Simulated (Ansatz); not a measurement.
## Polymorphs of Cl

These are results of DFT r2SCAN, scalar-relativistic, plane waves, PAW (Ansatz), not measurements. Settings: cutoff 500 eV, Γ-centred meshes no coarser than 0.19 Å⁻¹ for metals and 0.3 Å⁻¹ for insulators (2π included), Gaussian smearing.

These are static lattice energies at zero pressure. Only the structures computed here compete, so a lower one can exist. For metals, differences of a few meV/atom aren't resolved. No dispersion correction is applied, so the spacing between layers, chains or molecules is poorly fixed, and with it the volume and density (Cl Cmce, Cl P6_3/mmc, Cl P4_2/ncm, Cl P3_121, Cl P6/mmm). No run is spin-polarised.

| # | started from | space group | atoms | V (Å³/atom) | ΔE (meV/atom) | gap on mesh (eV) |
| --- | --- | --- | --- | --- | --- | --- |
| 1 | database cell | Cmce (No. 64) | 4 | 28.0 | 0 | 2.64 |
| 2 | lonsdaleite type, changed | P6_3/mmc (No. 194) | 4 | 31.2 | 34 | 1.99 |
| 3 | database cell | P4_2/ncm (No. 138) | 16 | 49.3 | 62 | 3.12 |
| 4 | trigonal selenium type, changed | P3_121 (No. 152) | 3 | 28.9 | 184 | 0.00 |
| 5 | simple hexagonal type, changed | P6/mmm (No. 191) | 1 | 25.6 | 253 | 0.00 |
| 6 | alpha-boron type, changed | R-3m (No. 166) | 12 | 31.0 | 289 | 0.00 |
| 7 | indium (bct) type, changed | I4/mmm (No. 139) | 1 | 23.5 | 428 | 0.00 |
| 8 | graphite type, changed | P6_3/mmc (No. 194) | 4 | 31.9 | 672 | 0.00 |
| 9 | dhcp type, changed | P6_3/mmc (No. 194) | 4 | 22.2 | 777 | 0.00 |
| 10 | beta-tin type | I4_1/amd (No. 141) | 2 | 23.6 | 779 | 0.00 |
| 11 | samarium (9R) type, changed | R-3m (No. 166) | 3 | 22.1 | 783 | 0.00 |
| 12 | hcp type, changed | P6_3/mmc (No. 194) | 2 | 21.8 | 792 | 0.00 |
| 13 | omega type, changed | P6/mmm (No. 191) | 3 | 22.9 | 808 | 0.00 |
| 14 | beta-tungsten (A15) type | Pm-3n (No. 223) | 8 | 20.4 | 845 | 0.00 |
| 15 | bcc type | Im-3m (No. 229) | 1 | 20.8 | 913 | 0.00 |
| 16 | fcc type | Fm-3m (No. 225) | 1 | 20.7 | 953 | 0.00 |
| 17 | diamond type | Fd-3m (No. 227) | 2 | 32.9 | 1005 | 0.00 |

The lowest structure: Space group Cmce (No. 64), orthorhombic, a = 6.539 Å, b = 4.134 Å, c = 8.272 Å. Cl has 1 Cl at 2.01 Å.

```
Cl
1.0
     3.26960   -2.06690    0.00000
     3.26960    2.06690    0.00000
     0.00000    0.00000    8.27234
Cl
4
Cartesian
  3.2696 1.5741 0.8765
  3.2696 -0.4928 3.2597
  3.2696 -1.5741 7.3959
  3.2696 0.4928 5.0126
```

The second: Space group P6_3/mmc (No. 194), hexagonal, a = 3.977 Å, c = 9.097 Å. Cl is coordinated by 1 Cl at 2.00 Å.